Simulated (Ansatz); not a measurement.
# HfN: the cost of one run

Program: Ansatz 0.2.0. Level of theory: DFT PBE, scalar-relativistic, plane waves, PAW. These are calculated values, not measurements.

1 further run of the same task is left out (set aside as unsound or not needed).

## (1) The system as given

Symmetry: Fm-3m, No. 225, cubic system. The conventional cell has a = 4.548 Å, b = 4.548 Å, c = 4.548 Å, α = 90.00°, β = 90.00°, γ = 90.00°. Hf (site symmetry m-3m) has 6 N at 2.27 Å as nearest neighbours. N (site symmetry m-3m) is surrounded by 6 Hf at 2.27 Å.

As a file:

```
CELL_PARAMETERS angstrom
3.21599 0.00000 0.00000
-1.60800 2.78513 0.00000
0.00000 0.00000 7.87568
ATOMIC_POSITIONS crystal
Hf 0.00000 0.00000 0.00000
N 0.66667 0.33333 0.16667
Hf 0.33333 0.66667 0.33333
N 0.00000 0.00000 0.50000
Hf 0.66667 0.33333 0.66667
N 0.33333 0.66667 0.83333
```

The cell was made up by rule, so the compound may not exist in this form.

This cell was relaxed beforehand with the same method: volume 11.76 Å³/atom, gap on the mesh none (metal).

## (2) Building the stacking ABABC

Close-packed layers are stacked in the order given (letters for the first element, the second between them) and fully relaxed; h and k in a name mark layers with hexagonal and cubic surroundings. Energies count from the base stacking, -8054.3447 eV an atom.

The cell holds 5 Hf, 5 N: a = 3.216 Å, b = 3.216 Å, c = 13.126 Å, α = 90.00°, β = 90.00°, γ = 120.00°.

## (3) Relaxation

Input file input.yaml:

```yaml
crystal:
  lattice:
    - [3.2159940711, 0.0, 0.0]
    - [-1.6079970356, 2.785132564, 0.0]
    - [0.0, 0.0, 13.1261366338]
  atoms:
    - { symbol: Hf, position: [0.0, 0.0, 0.0] }
    - { symbol: "N", position: [0.6666666667, 0.3333333333, 0.1] }
    - { symbol: Hf, position: [0.3333333333, 0.6666666667, 0.2] }
    - { symbol: "N", position: [0.6666666667, 0.3333333333, 0.3] }
    - { symbol: Hf, position: [0.0, 0.0, 0.4] }
    - { symbol: "N", position: [0.6666666667, 0.3333333333, 0.5] }
    - { symbol: Hf, position: [0.3333333333, 0.6666666667, 0.6] }
    - { symbol: "N", position: [0.0, 0.0, 0.7] }
    - { symbol: Hf, position: [0.6666666667, 0.3333333333, 0.8] }
    - { symbol: "N", position: [0.3333333333, 0.6666666667, 0.9] }
basis:
  ecutwfc: 420
kpoints:
  mp_grid: { grid: [12, 12, 4] }
hamiltonian:
  xc: pbe
scf:
  occupations: { method: gaussian, width: 0.1 }
output:
  forces: true
  stress: true
  eigenvalues: true
  populations: true
relax:
  adjacent_minimum: "off"
  f_tol: 0.01
  max_steps: 45
  cell: { stress_tol: 0.05 }
```

On the command line:

```
ansatz run input.yaml --threads 1 --pin off --max-ram 2560MiB --backend cpu --events-out ev --progress --plain --runs-dir out
```

**Question.** How long does this run take on 1 thread of Arm Neoverse V1, shared host, and how much memory does it need?

About 8.3 min, with a peak of 0.79 GiB.
